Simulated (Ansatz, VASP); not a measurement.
**Ru (free-standing square Ru monolayer, spacing 2.904 A) in two plane-wave programs**

Wanted: the spread between two codes on one cell, functional and k mesh. The cell is taken from a series of runs on this material, whose earlier steps may have relaxed, scaled, displaced or heated it; both programs get it as it stands.

Main program and level: Ansatz 0.2.0; plane waves, with VASP 6.6.1 beside it; single point at PBE.

## (1) Starting point

The cell holds 1 atom: 1 Ru. Its edges and angles: a = 2.904 Å, b = 2.904 Å, c = 14.000 Å, α = 90.0°, β = 90.0°, γ = 90.0°. As first built, before any earlier steps moved the atoms (in the runner's words): model lattice. Vacuum lies along c.

Structure file:

```cif
data_structure
_symmetry_space_group_name_H-M 'P 1'
_symmetry_Int_Tables_number 1
_cell_length_a 2.9040
_cell_length_b 2.9040
_cell_length_c 14.0000
_cell_angle_alpha 90.000
_cell_angle_beta 90.000
_cell_angle_gamma 90.000
_cell_volume 118.07
loop_
_atom_site_label
_atom_site_type_symbol
_atom_site_fract_x
_atom_site_fract_y
_atom_site_fract_z
_atom_site_occupancy
Ru1 Ru 0.00000 0.00000 0.50000 1
```

## (2) Ansatz: single point, PBE

Ansatz runs on its default PAW (the set named soft_2) files.

A single point gives forces, pressure and levels at one fixed geometry, so differences don't come from the geometry; what else differs is listed under the comparison.

input.yaml

```yaml
crystal:
  lattice:
    - [2.904, 0.0, 0.0]
    - [0.0, 2.904, 0.0]
    - [0.0, 0.0, 14.0]
  atoms:
    - { symbol: Ru, position: [0.0, 0.0, 0.5], spin: 1.5 }
magnetization:
  spin_polarized: true
kpoints:
  mp_grid: { grid: [8, 8, 1] }
hamiltonian:
  xc: pbe
scf:
  occupations: { method: fermi_dirac, width: 0.1 }
  max_iter: 120
  convergence: { dr2_threshold: 1.0e-08 }
basis:
  ecutwfc: 420.0
output:
  stress: true
```

The run is started by

```bash
ansatz run input.yaml --threads 1 --pin off --max-ram 2048MiB --backend cpu --events-out ev --progress --plain --runs-dir out
```

Numbers of over 12 decimals in the logs are rounded to 6 here.

Log:

```text
Warning: output.stress: scf.convergence.dr2_threshold = 1e-8 eV is looser than the 1e-10 eV advised for a printed stress (1e-10 eV for each atom of the cell: 1). What an SCF threshold leaves in a stress goes as its square root, and in the free energy as the threshold itself, and one threshold admits the most on a small cell: [figures from the program's tests cut] Set scf.convergence.dr2_threshold to 1e-10 eV or tighter. The threshold is an SCF's pass mark: one that does not reach it within its budget of iterations ends unconverged, or closes short of it on a stop that the run arms, and scf.convergence.dr2_threshold's page says what that costs each kind of run
Engine: ansatz 0.2.0, aarch64-unknown-linux-gnu
Pseudopotentials: kind: paw
Pseudopotential: Ru, paw, valence charge 16, recommended cutoff 420 eV (normal), Ru.paw.azcp
Functional definition: PBE
  parameter kappa = 0.804
  parameter beta = 0.066725
  exchange = pbe_x(kappa = kappa, mu = beta*pi^2/3)
  correlation = pbe_c(beta = beta)
Crystal: 1 atoms, lattice volume = 118.065 Å³
Basis set: ecut = 420 eV, 2291 PW (Γ)
Bands: 13, of which v1, the nominal top of the filled ones, is band 8 counted from 1 (7 counted from 0)
Symmetry: 16 space group operations
Space group: P4/mmm (ITA 123), of the structure as read, at distance tolerance 4.9e-5 Å
Magnetic group: BNS 123.339 (UNI 999), of the structure as read, at distance tolerance 4.9e-5 Å
k-points: 15 of 64
Non-local potential: Ru, projectors of the file, l = 0: 3, l = 1: 2, l = 2: 2, l = 3: 1
PAW form: soft (Blöchl's): semilocal exchange-correlation on the pseudo side does not see the compensation charge
PAW one-centre angular grid: Ru, 590 points (default); XC on 64 Gauss nodes
Initial density: superposition of atomic densities (neutral atoms: chi_scale 0, normalization atom)
Starting moments: Σ|m| = 1.5 μB on 1 of 1 site
Initial wavefunctions: pseudopotential atomic-orbital guess
Functional: x = pbe(κ = 0.804, μ = 0.219515), c = pbe(β = 0.066725)
SCF iter   1: F=—  HF=-5875.124695 eV  |F-HF|=—  |Δ(HF+E_count)|=         —  Δρ=2.52e-2 (↑1.20e-2 ↓2.52e-2)  dr2=5.43e-1  dr2_m=3.19e-1  M=2.176 μB ∫|m|=2.180 μB  β_m=0.30  ethr=3.10e-3  ⟨swp⟩=5.3  Hψ=2055  notcnv=0
Mixer restart at iter 1: flushing history
preconditioner: auto → LDOS  [metal: Δε(μ)=0.102 eV  Ē_g=5.800 eV  σ=0.100 eV  W_gap=0.25  n_scr=8 (ndim 8)  ℏωp=9.7 eV  f_vac=0.676  D(μ)=2.43/eV (n_scr^D=8)]
spin=Collinear: LDOS preconditioning applied to the charge; magnetization (m = ρ↑ − ρ↓) channel mixes plain (no charge-response kernel on spin).
SCF iter   2: F=—  HF=-5875.026861 eV  |F-HF|=—  |Δ(HF+E_count)|=   9.78e-2  Δρ=1.91e-2 (↑1.09e-2 ↓1.91e-2)  dr2=2.22e-1  dr2_m=2.20e-1  M=2.273 μB ∫|m|=2.281 μB  β_m=0.65  ethr=3.10e-3  ⟨swp⟩=2.0  Hψ=709  notcnv=0
SCF iter   3: F=—  HF=-5875.031437 eV  |F-HF|=—  |Δ(HF+E_count)|=   4.58e-3  Δρ=2.20e-3 (↑1.85e-3 ↓2.20e-3)  dr2=6.97e-3  dr2_m=3.26e-3  M=2.398 μB ∫|m|=2.422 μB  β_m=0.69  ethr=1.38e-3  ⟨swp⟩=2.9  Hψ=734  notcnv=0
SCF iter   4: F=—  HF=-5875.038861 eV  |F-HF|=—  |Δ(HF+E_count)|=   7.42e-3  Δρ=8.14e-4 (↑8.04e-4 ↓8.14e-4)  dr2=1.57e-3  dr2_m=4.71e-4  M=2.411 μB ∫|m|=2.439 μB  β_m=0.84  ethr=4.36e-5  ⟨swp⟩=2.0  Hψ=821  notcnv=0
SCF iter   5: F=—  HF=-5875.040021 eV  |F-HF|=—  |Δ(HF+E_count)|=   1.16e-3  Δρ=1.66e-4 (↑8.16e-5 ↓1.66e-4)  dr2=3.76e-5  dr2_m=7.71e-6  M=2.416 μB ∫|m|=2.446 μB  β_m=0.86  ethr=9.79e-6  ⟨swp⟩=2.0  Hψ=739  notcnv=0
SCF iter   6: F=—  HF=-5875.040042 eV  |F-HF|=—  |Δ(HF+E_count)|=   2.12e-5  Δρ=3.30e-5 (↑3.30e-5 ↓3.06e-5)  dr2=1.33e-6  dr2_m=9.39e-7  M=2.416 μB ∫|m|=2.446 μB  β_m=0.92  ethr=2.35e-7  ⟨swp⟩=2.0  Hψ=616  notcnv=0
SCF iter   7: F=—  HF=-5875.040044 eV  |F-HF|=—  |Δ(HF+E_count)|=   1.13e-6  Δρ=1.42e-5 (↑4.91e-6 ↓1.42e-5)  dr2=1.25e-7  dr2_m=5.69e-8  M=2.416 μB ∫|m|=2.446 μB  β_m=0.96  ethr=8.33e-9  ⟨swp⟩=2.2  Hψ=578  notcnv=0
SCF iter   8: F=—  HF=-5875.040044 eV  |F-HF|=—  |Δ(HF+E_count)|=   1.93e-7  Δρ=3.07e-6 (↑9.63e-7 ↓3.07e-6)  dr2=6.79e-9  dr2_m=3.56e-9  M=2.416 μB ∫|m|=2.446 μB  β_m=0.98  ethr=7.81e-10  ⟨swp⟩=2.3  Hψ=649  notcnv=0
SCF iter   9: F=-5875.040044 eV  HF=-5875.040044 eV  |F-HF|=2.29e-10  |Δ(HF+E_count)|=   4.18e-9  Δρ=5.03e-7 (↑3.49e-7 ↓5.03e-7)  dr2=5.32e-10  dr2_m=6.81e-11  M=2.416 μB ∫|m|=2.446 μB  ethr=4.25e-11  ⟨swp⟩=3.0  Hψ=1462  notcnv=0
SCF 1 converged in 9 iterations: F = -5875.040044 eV  dr2 = 5.32e-10
  greatest PAW one-centre occupation: 1.002 electrons in one spin orbital (limit 2), on the Ru atom at site 0 (counted from 0), in its partial waves of l = 0
SCF converged after 9 iterations
Magnetization: 2.4157 μB (9.2078 up, 6.7922 down)
Absolute magnetization: 2.4457 μB (∫|ρ↑−ρ↓|, with the PAW one-centre terms)
Spin contamination: 0.0200 ħ² per cell (⟨S²⟩ above its minimum at these occupations)
Per-site moments (μB) at R_I (Å): [(2.179840, 1.1979)]
Free energy (F): -5875.040044 eV
Harris-Foulkes:  -5875.040044 eV  (|F-HF|=2.29e-10)
Internal energy: -5874.976573 eV  (E = F + TS)
E sigma→0 (E₀):  -5875.008308 eV
Entropy (-TS):   -0.063471 eV (-63.471 meV/atom)
Fermi energy:    -1.389454 eV
--- Per-component energies (eV) ---
  E_band       = -430.133087
  E_kinetic    = 508.804123
  E_local      = -6795.235851  (includes V_loc(G=0)·N_el)
  E_nonlocal   = 348.704821
  E_hartree    = 2982.197546
  E_xc         = -185.136895
  E_vxc        = -231.649829  (∫ρ·V_xc dr)
  E_paw        = -3463.072220  (= ΣΔE_a)
  E_vpaw       = -225.151495  (= ΣTr[D̂ρ^β])
  E_aug_tail   = -0.000185  (compensation charges beyond the density's cutoff)
  E_ewald      = 728.762090
  E_smearing   = -0.063471  (= −TS)
  E_closure    = -0.000000  (closes the sum)
  Σ components = -5875.040044   (vs F -5875.040044, Δ=0.00e0)
--- Stress (GPa, compression-positive) ---
       -6.102330       0.000000       0.000000
        0.000000      -6.102330       0.000000
        0.000000       0.000000      -0.000342
  P = ⅓ Tr σ = -4.0683 GPa (-40.683 kbar)
```

In the SCF lines HF is the Harris–Foulkes energy and dr2 the Hartree energy of the density residual, in eV; the loop may stop once dr2 is under the threshold and the program's other checks hold. Hψ counts applications of the Hamiltonian.

## (3) VASP: single point, PBE

The same cell, functional, mesh and smearing now go to VASP, with its own data sets.

Lines of VASP's logs that name or quote its potential files are left out, and so is its time.

INCAR

```
SYSTEM = Ru
PREC = Accurate
ENCUT = 500
EDIFF = 1E-06
NELM = 200
ISMEAR = -1
SIGMA = 0.1
LREAL = .FALSE.
ALGO = Normal
GGA = PE
NBANDS = 15
ISPIN = 2
MAGMOM = 2.18
LASPH = .TRUE.
LMAXMIX = 4
LORBIT = 11
LWAVE = .FALSE.
LCHARG = .FALSE.
ISIF = 2
GGA_COMPAT = .FALSE.
```

POSCAR

```
Ru
1.0
    2.9040000000      0.0000000000      0.0000000000
    0.0000000000      2.9040000000      0.0000000000
    0.0000000000      0.0000000000     14.0000000000
Ru
1
Direct
    0.0000000000      0.0000000000      0.5000000000
```

KPOINTS

```
Automatic mesh
0
Gamma
8 8 1
0 0 0
```

PAW data sets: Ru_pv (PBE family, release 64).

The run is started by

```bash
mpirun -np 1 vasp_std
```

Log:

```text
[banner, memory and clock lines left out]
running    1 mpi-ranks, on    1 nodes
 distrk:  each k-point on    1 cores,    1 groups
 distr:  one band on    1 cores,    1 groups

 POSCAR found type information on POSCAR Ru
 POSCAR found :  1 types and       1 ions
 LDA part: xc-table for (Slater+PW92), standard interpolation
 POSCAR, INCAR and KPOINTS ok, starting setup
 FFT: planning ... GRIDC
 FFT: planning ... GRID_SOFT
 FFT: planning ... GRID
 WAVECAR not read
 entering main loop
       N       E                     dE             d eps       ncg     rms          rms(c)
DAV:   1     0.560422138230E+02    0.56042E+02   -0.73665E+03  1156   0.666E+02
DAV:   2    -0.426804534925E+01   -0.60310E+02   -0.54761E+02  1048   0.169E+02
DAV:   3    -0.552996727875E+01   -0.12619E+01   -0.12296E+01  1054   0.235E+01
DAV:   4    -0.554764482784E+01   -0.17678E-01   -0.17666E-01  1299   0.241E+00
DAV:   5    -0.554778653794E+01   -0.14171E-03   -0.14171E-03  1131   0.189E-01    0.403E+00
DAV:   6    -0.560873051885E+01   -0.60944E-01   -0.77134E-01   928   0.698E+00    0.211E+00
DAV:   7    -0.558647508042E+01    0.22255E-01   -0.54860E-02  1070   0.173E+00    0.112E+00
DAV:   8    -0.557240710969E+01    0.14068E-01   -0.11713E-02   980   0.732E-01    0.597E-01
DAV:   9    -0.557712004236E+01   -0.47129E-02   -0.51231E-03  1013   0.448E-01    0.267E-01
DAV:  10    -0.558566598627E+01   -0.85459E-02   -0.23461E-03   935   0.226E-01    0.129E-01
DAV:  11    -0.559052428265E+01   -0.48583E-02   -0.32400E-04   957   0.121E-01    0.673E-02
DAV:  12    -0.559140520481E+01   -0.88092E-03   -0.10716E-04   963   0.600E-02    0.424E-02
DAV:  13    -0.559133096977E+01    0.74235E-04   -0.92512E-05   963   0.536E-02    0.268E-02
DAV:  14    -0.559125884419E+01    0.72126E-04   -0.46518E-05   914   0.386E-02    0.123E-02
DAV:  15    -0.559136420584E+01   -0.10536E-03   -0.32269E-05   914   0.261E-02    0.927E-03
DAV:  16    -0.559147723824E+01   -0.11303E-03   -0.93942E-06   921   0.166E-02    0.661E-03
DAV:  17    -0.559157977767E+01   -0.10254E-03   -0.36381E-06   970   0.109E-02    0.505E-03
DAV:  18    -0.559166747937E+01   -0.87702E-04   -0.41882E-06   939   0.742E-03    0.257E-03
DAV:  19    -0.559171199536E+01   -0.44516E-04   -0.21246E-06   934   0.457E-03    0.144E-03
DAV:  20    -0.559173565039E+01   -0.23655E-04   -0.10865E-06   785   0.293E-03    0.722E-04
DAV:  21    -0.559174227367E+01   -0.66233E-05   -0.17861E-07   747   0.150E-03    0.300E-04
DAV:  22    -0.559174408050E+01   -0.18068E-05   -0.29034E-08   695   0.691E-04    0.152E-04
DAV:  23    -0.559174461571E+01   -0.53521E-06   -0.74002E-09   709   0.330E-04
   1 F= -.55917446E+01 E0= -.55600509E+01  d E =-.633874E-01  mag=     2.4124
```

From OUTCAR (step 3):

```text
ion  position               nearest neighbor table
   1  0.000  0.000  0.500-

  LATTYP: Found a simple tetragonal cell.
 ALAT       =     2.9040000000
 C/A-ratio  =     4.8209366391

 Subroutine GETGRP returns: Found 16 space group operations
 (whereof 16 operations were pure point group operations)

The static configuration has the point symmetry D_4h.

 Found     15 irreducible k-points:

   k-points           NKPTS =     15   k-points in BZ     NKDIM =     15   number of bands    NBANDS=     15

   dimension x,y,z NGX =    24 NGY =   24 NGZ =  108
   dimension x,y,z NGXF=    48 NGYF=   48 NGZF=  216

   ENCUT  =  500.0 eV  36.75 Ry    6.06 a.u.   5.29  5.29 25.53*2*pi/ulx,y,z

   NELECT =      14.0000    total number of electrons

 k-points in reciprocal lattice and weights: Automatic mesh
   0.00000000  0.00000000  0.00000000       0.016
   0.12500000  0.00000000  0.00000000       0.062
   0.25000000  0.00000000  0.00000000       0.062
   0.37500000  0.00000000  0.00000000       0.062
   0.50000000  0.00000000  0.00000000       0.031
   0.12500000  0.12500000  0.00000000       0.062
   0.25000000  0.12500000  0.00000000       0.125
   0.37500000  0.12500000  0.00000000       0.125
   0.50000000  0.12500000  0.00000000       0.062
[...]
0.50000000  0.37500000  0.00000000       0.062
   0.50000000  0.50000000  0.00000000       0.016

 average (electrostatic) potential at core
       1 -81.7613

 E-fermi :  -2.6234

 spin component 1
 k-point     1 :       0.0000    0.0000    0.0000
  band No.  band energies     occupation
    ...
      4      -6.4914      1.00000
      5      -5.6293      1.00000
      6      -4.7240      1.00000
      7      -3.2873      0.99869
      8      -3.2873      0.99869
      9      -2.5141      0.25092
     10      -1.3380      0.00000
     11       1.6556      0.00000
     12       2.7700      0.00000
     13       3.3233      0.00000
    ...

 k-point     2 :       0.1250    0.0000    0.0000
  band No.  band energies     occupation
    ...
      5      -5.3947      1.00000
      6      -4.6187      1.00000
      7      -3.7312      0.99998
      8      -3.2628      0.99833
      9      -2.7030      0.68906
     10      -0.8031      0.00000
     11       1.9240      0.00000
     12       3.0808      0.00000
     13       3.5821      0.00000
     14       6.6319      0.00000
    ...

 k-point     3 :       0.2500    0.0000    0.0000
  band No.  band energies     occupation
    ...
      5      -4.5275      1.00000
      6      -4.4569      1.00000
      7      -4.1576      1.00000
      8      -3.2030      0.99697
      9      -3.1271      0.99355
     10       0.3077      0.00000
     11       2.7300      0.00000
     12       3.9678      0.00000
     13       4.3596      0.00000
     14       6.6478      0.00000
    ...

 k-point     4 :       0.3750    0.0000    0.0000
  band No.  band energies     occupation
    ...
      4      -5.4770      1.00000
      5      -4.9992      1.00000
      6      -4.1263      1.00000
      7      -3.5140      0.99986
      8      -3.1423      0.99445
      9      -2.3714      0.07442
     10       1.6959      0.00000
     11       3.5499      0.00000
     12       4.1174      0.00000
     13       5.2628      0.00000
    ...

 k-point     5 :       0.5000    0.0000    0.0000
  band No.  band energies     occupation
    ...
      4      -5.3821      1.00000
      5      -5.1954      1.00000
      6      -3.9846      1.00000
      7      -3.6651      0.99997
      8      -3.1168      0.99285
      9      -0.7636      0.00000
     10       1.6219      0.00000
     11       2.7073      0.00000
     12       5.2533      0.00000
     13       5.8825      0.00000
    ...

 k-point     6 :       0.1250    0.1250    0.0000
  band No.  band energies     occupation
    ...
      5      -5.2304      1.00000
      6      -4.5148      1.00000
      7      -3.8270      0.99999
      8      -3.5158      0.99987
      9      -2.8868      0.93301
     10      -0.3335      0.00000
     11       2.1934      0.00000
     12       3.3919      0.00000
     13       3.8429      0.00000
     14       6.9483      0.00000
    ...

  Total       -4.5022260     -4.5022260     -0.0093118      0.0000000     -0.0000000      0.0000000
  in kB      -61.0965402    -61.0965402     -0.1263639      0.0000000     -0.0000000      0.0000000
  external PRESSURE =     -40.7731481 kB  Pullay stress =       0.0000000 kB

  energy-cutoff  :      500.00
  volume of cell :      118.07
      direct lattice vectors                 reciprocal lattice vectors
     2.904000000  0.000000000  0.000000000     0.344352617  0.000000000  0.000000000
     0.000000000  2.904000000  0.000000000     0.000000000  0.344352617  0.000000000
     0.000000000  0.000000000 14.000000000     0.000000000  0.000000000  0.071428571

 POSITION                                       TOTAL-FORCE (eV/Angst)
 -----------------------------------------------------------------------------------
      0.00000      0.00000      7.00000         0.000000      0.000000      0.000000
 -----------------------------------------------------------------------------------
    total drift:                                0.000000     -0.000000      0.000000

  FREE ENERGIE OF THE ION-ELECTRON SYSTEM (eV)
  ---------------------------------------------------
  free  energy   TOTEN  =        -5.5917446157 eV

  energy  without entropy=       -5.5283572143  energy(sigma->0) =       -5.56005092

 total charge
# of ion       s       p       d       tot
------------------------------------------
    1        0.287   6.035   5.879  12.201

 magnetization (x)
# of ion       s       p       d       tot
------------------------------------------
    1        0.041   0.001   2.148   2.190

[... 6 further parts left out ...]
```

## (4) Side by side

Known differences besides the potentials themselves: VASP starts from the moments at which Ansatz ended; the data sets hold 16 valence electrons in Ansatz (on its default PAW (the set named soft_2) files) and 14 in VASP; the cutoff is 420 eV in Ansatz and 500 eV in VASP; site moments are counted in spheres of each program's own size. Total energies have different zeros and are not compared.

Both answers:

| quantity | Ansatz | VASP | difference |
| --- | --- | --- | --- |
| pressure (GPa) | -4.07 | -4.08 | +0.01 |
| total moment (μB) | 2.42 | 2.41 | 0.00 |
| moment on Ru1 (μB) | 2.18 | 2.19 | -0.01 |

With vacuum in the cell, a pressure given here is an average over mostly empty space and none of the material.

## (5) Results

| Quantity | Value |
| --- | --- |
| difference in total moment (single point, PBE) | 0.0032 μB |

**Reading.** The difference in total moment is 0.0032 μB (single point, PBE). The data sets hold unlike numbers of valence electrons (16 in Ansatz and 14 in VASP), so part of the differences comes from the potentials. Such differences can come from data sets, numerical settings and the points named under the comparisons, not from the functional's error against experiment.

[Lines on the potential files, build, host, timing and source positions are cut from VASP's logs without a mark.]

[Logs are printed without paths, hosts, clocks, repeated set-up lines and the standing remarks that a program may print on its own settings, such as how far it seeks lower states.]

[Hosts, paths, dates, database ids (printed as entryN), source tags and the programs' standing remarks are cut or masked in the printed files.]
